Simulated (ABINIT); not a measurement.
# RbBr (Fm-3m): G0W0 in ABINIT against the bands in the screening

Aim: move the bands in the screening of a G0W0 run on RbBr (Fm-3m) over a wide range.

Method: PBE and many-body steps on it, plane waves, in ABINIT 10.8.3.

This is a report of a sequence of runs, with most program output left out.

The database entry behind the starting cell differs from later determinations by our own check (about 0.5 % short), so it need not match the best structure at ambient conditions.

## Step 1: Set-up

Symmetry: Fm-3m, No. 225, cubic system. Conventional cell: a = 6.854 Å, b = 6.854 Å, c = 6.854 Å, α = 90.00°, β = 90.00°, γ = 90.00°. Nearest to Rb lie 6 Br at 3.43 Å. Nearest to Br lie 6 Rb at 3.43 Å. Farther neighbours and most contacts between anions are not listed.

The cell and positions come from the Crystallography Open Database and are kept as given unless a step says otherwise.

## Step 2: Screening, 4×4×4 mesh, 16 bands, screening to 106.1 eV

This step: ABINIT 10.8.3; RPA screening on PBE, plane waves, norm-conserving pseudopotentials.

The RPA dielectric matrix is built and inverted for each q.

run.abi reads:

```
acell 3*1.0 Angstrom
rprim 
  0.000000000000 3.427000000000 3.427000000000
  3.427000000000 0.000000000000 3.427000000000
  3.427000000000 3.427000000000 -0.000000000000
ntypat 2
znucl 37 35
natom 2
typat 1 2
xred 
  0.000000000000 0.000000000000 0.000000000000
  0.500000000000 0.500000000000 0.500000000000
pp_dirpath "pseudos"
pseudos "Rb.upf, Br.upf"
ecut 19
ngkpt 4 4 4
nshiftk 1
shiftk 0 0 0
kptopt 1
chksymbreak 0
istwfk *1
occopt 1
irdwfk 1
optdriver 3
nband 16
ecuteps 3.9
inclvkb 2
awtr 1
symchi 1
indata_prefix "in"
outdata_prefix "out"
tmpdata_prefix "tmp"
```

Started as:

```console
$ OMP_NUM_THREADS=1 mpirun -n 4 abinit run.abi > log
```

The job ended after 5.8 s (4 MPI ranks of Arm Neoverse N1, shared host; peak memory 0.3 GiB).

This step gave:

| Quantity | Value |
| --- | --- |
| ε∞ with local fields, on this mesh, along the program's q direction | 2.307 |
| the same without local fields | 2.591 |
| plasma frequency | 16.56 eV |
| plane waves in the screening matrix | 181 |

Local fields lower ε∞ by 11 %.

## Step 3: 16 bands

The self-energy is evaluated for the states that the input lists, and the levels follow from it, in one-shot runs by the linearised quasiparticle equation.

This step: G0W0 on PBE, plane waves, norm-conserving pseudopotentials.

run.abi: that of step 2 with these lines changed.

```diff
@@ -23,8 +23,15 @@
 irdwfk 1
-optdriver 3
-nband 16
+optdriver 4
+nband 41
+gwcalctyp 0
+ecutsigx 19
+symsigma 1
+nkptgw 1
+kptgw 
+  0.0000000000 0.0000000000 0.0000000000
+bdgw 
+  6 12
 ecuteps 3.9
-inclvkb 2
-awtr 1
-symchi 1
+irdscr 1
+ppmodel 1
 indata_prefix "in"
```

It took 5.4 s on 4 MPI ranks; peak memory 0.29 GiB.

Numbers from this step:

```
G0W0 gap on the points computed              : 6.883 eV
starting gap on the mesh                     : 4.364 eV
k of the valence top                         : 0, 0, 0
k of the conduction bottom                   : 0, 0, 0
Z at the valence top                         : 0.824
Z at the conduction bottom                   : 0.874
least direct G0W0 gap on the computed points : 6.883 eV
```

The gap on the mesh goes from 4.36 eV to 6.88 eV, a correction of +2.52 eV.

## Step 4: Screening, 4×4×4 mesh, 41 bands, screening to 106.1 eV

This step: RPA screening on PBE, plane waves, norm-conserving pseudopotentials.

run.abi: that of step 3 with these lines changed.

```diff
@@ -23,15 +23,8 @@
 irdwfk 1
-optdriver 4
+optdriver 3
 nband 41
-gwcalctyp 0
-ecutsigx 19
-symsigma 1
-nkptgw 1
-kptgw 
-  0.0000000000 0.0000000000 0.0000000000
-bdgw 
-  6 12
 ecuteps 3.9
-irdscr 1
-ppmodel 1
+inclvkb 2
+awtr 1
+symchi 1
 indata_prefix "in"
```

Wall time 12 s (4 MPI ranks); peak memory 0.44 GiB.

Numbers from this step:

```
ε∞ with local fields, on this mesh, along the program's q direction : 2.362
the same without local fields                                       : 2.837
plasma frequency                                                    : 16.56 eV
plane waves in the screening matrix                                 : 181
```

## Step 5: 41 bands

This step: G0W0 on PBE, plane waves, norm-conserving pseudopotentials.

run.abi: that of step 4 with these lines changed.

```diff
@@ -23,8 +23,15 @@
 irdwfk 1
-optdriver 3
+optdriver 4
 nband 41
+gwcalctyp 0
+ecutsigx 19
+symsigma 1
+nkptgw 1
+kptgw 
+  0.0000000000 0.0000000000 0.0000000000
+bdgw 
+  6 12
 ecuteps 3.9
-inclvkb 2
-awtr 1
-symchi 1
+irdscr 1
+ppmodel 1
 indata_prefix "in"
```

The job ended after 5.3 s (4 MPI ranks; peak memory 0.34 GiB).

This step gave:

```yaml
g0w0_gap_on_the_points_computed: 6.492 eV
starting_gap_on_the_mesh: 4.364 eV
k_of_the_valence_top: 0, 0, 0
k_of_the_conduction_bottom: 0, 0, 0
z_at_the_valence_top: 0.82
z_at_the_conduction_bottom: 0.872
least_direct_g0w0_gap_on_the_computed_points: 6.492 eV
```

Against the run before, the gap moves by −0.391 eV.

## Step 6: Screening, 4×4×4 mesh, 84 bands, screening to 106.1 eV

This step: RPA screening on PBE, plane waves, norm-conserving pseudopotentials.

run.abi: that of step 5 with these lines changed.

```diff
@@ -23,15 +23,8 @@
 irdwfk 1
-optdriver 4
-nband 41
-gwcalctyp 0
-ecutsigx 19
-symsigma 1
-nkptgw 1
-kptgw 
-  0.0000000000 0.0000000000 0.0000000000
-bdgw 
-  6 12
+optdriver 3
+nband 84
 ecuteps 3.9
-irdscr 1
-ppmodel 1
+inclvkb 2
+awtr 1
+symchi 1
 indata_prefix "in"
```

Elapsed: 25 s, on 4 MPI ranks; peak memory 0.54 GiB; 99 s of CPU time.

This step gave:

* ε∞ with local fields, on this mesh, along the program's q direction: 2.366
* the same without local fields: 2.843
* plasma frequency: 16.56 eV
* plane waves in the screening matrix: 181

## Step 7: 84 bands

This step: G0W0 on PBE, plane waves, norm-conserving pseudopotentials.

run.abi: that of step 6 with these lines changed.

```diff
@@ -23,8 +23,15 @@
 irdwfk 1
-optdriver 3
-nband 84
+optdriver 4
+nband 41
+gwcalctyp 0
+ecutsigx 19
+symsigma 1
+nkptgw 1
+kptgw 
+  0.0000000000 0.0000000000 0.0000000000
+bdgw 
+  6 12
 ecuteps 3.9
-inclvkb 2
-awtr 1
-symchi 1
+irdscr 1
+ppmodel 1
 indata_prefix "in"
```

The job ended after 5.4 s (4 MPI ranks; peak memory 0.29 GiB).

This step gave:

```
G0W0 gap on the points computed              : 6.458 eV
starting gap on the mesh                     : 4.364 eV
k of the valence top                         : 0, 0, 0
k of the conduction bottom                   : 0, 0, 0
least direct G0W0 gap on the computed points : 6.458 eV
```

Against the run before, the gap moves by −0.034 eV.

## Step 8: The runs together

Times are wall times on 4 MPI ranks of Arm Neoverse N1, shared host, good to a factor of about two. A run's time includes the screening step that it read.

```
     run   mesh  bands  screening cutoff (eV)  DFT gap (eV)  gap on the mesh (eV)  direct (eV)  ε∞ used  time
16 bands  4×4×4     41                  106.1         4.364                 6.883        6.883     2.31  11 s
41 bands  4×4×4     41                  106.1         4.364                 6.492        6.492     2.36  17 s
84 bands  4×4×4     41                  106.1         4.364                 6.458        6.458     2.37  30 s
```

## Step 9: Outcome

| Quantity | Value |
| --- | --- |
| 16 bands | 6.883 eV |
| 41 bands | 6.492 eV |
| 84 bands | 6.458 eV |
| known limits | not at the basis limit; no spin-orbit coupling |

**Reading.** The setting moved: bands in the screening. From 16 bands to 84 bands the gap moves by −0.42 eV, for 2.7 times the time. The last step still moves it by −0.034 eV. Bands and screening cutoff are coupled, so a series along one setting does not show full convergence. Bands and cutoff are finite, so the gap is not at the basis limit. The miss can reach some tenths of an eV and take either sign; the mesh is an error of its own. In the G0W0 runs levels were corrected at 1 k point alone, so a gap called «on the mesh» is the least over those, and an edge elsewhere would be missed. The many-body steps are scalar-relativistic: spin-orbit coupling is not in them.

[Paths, hosts, dates, memory and timing lines, banners, echoed tables and standing remarks are left out of the program output.]

[Logs are printed without paths, hosts, clocks, repeated set-up lines and the standing remarks that a program may print on its own settings, such as how far it seeks lower states.]

[Runs of the session that timed out or met a known fault of the program may be left out.]

[Hosts, paths, dates, database ids (printed as entryN), source tags and the programs' standing remarks are cut or masked in the printed files.]

[G0W0 gaps are taken among the corrected bands and points alone; a level outside them can change the order at an edge.]

[Where Ansatz stands beside ABINIT at settings called matched, ABINIT's density can come from a denser mesh and the files from another edition; pairs whose starting gaps differed by over 0.03 eV were left out, so agreement reads better than it is.]
